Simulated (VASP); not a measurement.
Wanted: the native input for a VASP 6.6.1 run.

```yaml
Task: single point
Functional: LDA
Potentials_or_basis: VASP PAW LDA potentials, release 64 (Zn, Cu)
Cutoff: 520 eV
k_mesh: 16 × 16 × 16
Occupations: gaussian, width 0.15 eV
Spin: no spin polarisation
Dipole_correction: no
Further_INCAR_settings: ALGO = Fast; EDIFF = 1e-06; NBANDS = 18
```

The structure of ZnCu lies in POSCAR:

```
ZnCu
1.0
    2.9450000000      0.0000000000      0.0000000000
    0.0000000000      2.9450000000      0.0000000000
    0.0000000000      0.0000000000      2.9450000000
Zn Cu
1 1
Direct
    0.5196044234      0.5196044234      0.5196044234
    0.0000000000      0.0000000000      0.0000000000
```

The cell isn't the ideal one: all Zn atoms moved -0.100 Å, as atom 1 towards its neighbour atom 2 (Cu) at 2.550 Å.

One way to write it, as run:

INCAR

```
SYSTEM = ZnCu
  PREC = Accurate
  ENCUT = 520
  EDIFF = 1E-6
  ISMEAR = 0
  SIGMA = 0.15
  LREAL = .False.
  LASPH = .True.
  NELM = 100
  ALGO = Fast
  ISIF = 2
  LWAVE = .False.
  LCHARG = .False.
  GGA = CA
  NBANDS = 18
```

KPOINTS

```
Automatic mesh
0
Gamma
  16 16 16
  0 0 0
```

Potentials or basis: VASP PAW LDA potentials, release 64 (Zn, Cu).

Launch:

```sh
$ cat potpaw_LDA.64/Zn/POTCAR potpaw_LDA.64/Cu/POTCAR > POTCAR
$ mpirun -np 1 vasp_std > vasp.out
```

Results of the run:

```
Pressure               : -8.7 GPa
Largest force          : 0.410 eV/Å
Band gap on the k mesh : none (metal or under the smearing width)
```

Wall time 110 s on 1 thread of Intel(R) Xeon(R) Platinum 8259CL CPU @ 2.50GHz (Skylake/Cascade Lake), with other jobs on the host, peak memory 0.29 GiB.
